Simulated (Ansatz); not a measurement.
A plane-wave DFT run in Ansatz 0.2.0 (scalar-relativistic PAW potentials unless the input names others): input and command.

```yaml
crystal:
  lattice:
    - [3.2184289164, 0.0, 0.0]
    - [-1.6092144582, 2.7872412019, 0.0]
    - [0.0, 0.0, 5.2430304702]
  atoms:
    - { symbol: Ga, position: [0.3333333333, 0.6666666667, 0.9991316875] }
    - { symbol: Ga, position: [0.6666666667, 0.3333333333, 0.4991316875] }
    - { symbol: "N", position: [0.2655599663, 0.6327799831, 0.3883992734] }
    - { symbol: "N", position: [0.6666666667, 0.3333333333, 0.8758683125] }
basis:
  ecutwfc: "36.7 Ry"
kpoints:
  mp_grid: { grid: [12, 12, 6] }
hamiltonian:
  xc: pbe
scf:
  occupations: { method: gaussian, width: 0.05 }
output:
  forces: true
  eigenvalues: true
  stress: true
```

```bash
ansatz run input.yaml --threads 1 --pin off --max-ram 2560MiB --backend cpu --events-out ev --progress --plain --runs-dir out
```

Abridged log:
```
Basis set: ecut = 499.32893761 eV, 1165 PW (Γ), exchange–correlation on 48×48×80 points (8 copies of the dense FFT grid, shifted against one another)
Bands: 22, of which v1, the nominal top of the filled ones, is band 18 counted from 1 (17 counted from 0)
Symmetry: 2 space group operations
k-points: 242 of 864 (time reversal used)
SCF iter   1: F=—  HF=-8335.498275 eV  |F-HF|=—  |Δ(HF+E_count)|=         —  Δρ=1.23e-3  dr2=4.28e-4  ethr=1.77e-3  ⟨swp⟩=5.3  Hψ=22035  notcnv=0
SCF iter   2: F=—  HF=-8335.498944 eV  |F-HF|=—  |Δ(HF+E_count)|=   6.68e-4  Δρ=6.73e-4  dr2=1.32e-4  ethr=1.19e-6  ⟨swp⟩=2.0  Hψ=11388  notcnv=0
SCF iter   3: F=—  HF=-8335.499079 eV  |F-HF|=—  |Δ(HF+E_count)|=   1.35e-4  Δρ=1.66e-4  dr2=9.36e-6  ethr=3.65e-7  ⟨swp⟩=2.7  Hψ=9550  notcnv=0
SCF iter   4: F=—  HF=-8335.499078 eV  |F-HF|=—  |Δ(HF+E_count)|=   5.16e-7  Δρ=7.22e-5  dr2=2.02e-6  ethr=2.60e-8  ⟨swp⟩=2.0  Hψ=9643  notcnv=0
SCF iter   5: F=—  HF=-8335.499079 eV  |F-HF|=—  |Δ(HF+E_count)|=   5.82e-7  Δρ=3.65e-5  dr2=5.27e-7  ethr=5.61e-9  ⟨swp⟩=2.0  Hψ=9399  notcnv=0
SCF iter   6: F=—  HF=-8335.499079 eV  |F-HF|=—  |Δ(HF+E_count)|=   5.64e-7  Δρ=1.87e-5  dr2=1.46e-7  ethr=1.46e-9  ⟨swp⟩=2.0  Hψ=9596  notcnv=0
SCF iter   7: F=-8335.499079 eV  HF=-8335.499079 eV  |F-HF|=3.04e-9  |Δ(HF+E_count)|=   2.64e-8  Δρ=4.12e-6  dr2=8.79e-9  ethr=2.78e-10  ⟨swp⟩=4.1  Hψ=19568  notcnv=0
SCF 1 converged in 7 iterations: F = -8335.499079 eV  dr2 = 8.79e-9
SCF converged after 7 iterations
Free energy (F): -8335.499079 eV
Harris-Foulkes:  -8335.499079 eV  (|F-HF|=3.04e-9)
Internal energy: -8335.499079 eV  (E = F + TS)
E sigma→0 (E₀):  -8335.499079 eV
Fermi energy:    10.149474 eV
--- Forces (eV/Å), atoms counted from 1 ---
  atom   1  Ga    -0.20840106    -0.12032041     0.35092708
  atom   2  Ga    -2.94180355    -1.69845107     0.84851160
  atom   3  N      3.27407798     1.89028980    -1.57977103
  atom   4  N     -0.12387033    -0.07151657     0.38030942
--- Stress (GPa, compression-positive) ---
        8.486517       7.077730      -4.423472
        7.077730       0.313859      -2.553893
       -4.423473      -2.553893      -0.531165
  P = ⅓ Tr σ = 2.7564 GPa (27.564 kbar)
```

Apart from outputs and empty bands, the input differs from a reference run on usual settings in basis.ecutwfc: 420 → "36.7 Ry". The reference, at the same geometry (not necessarily relaxed), gave pressure 2.78 GPa, largest force 4.097 eV/Å, gap on the mesh 1.62 eV. This run converged in 7 SCF iterations (reference: 6) with an energy at zero smearing 3.35 meV/atom below the reference's, pressure 2.76 GPa, largest force 4.097 eV/Å, gap on the mesh 1.62 eV.

Time: 12 s on 1 thread of Intel(R) Xeon(R) 6975P-C (Granite Rapids) (shared host), peak memory 0.61 GiB.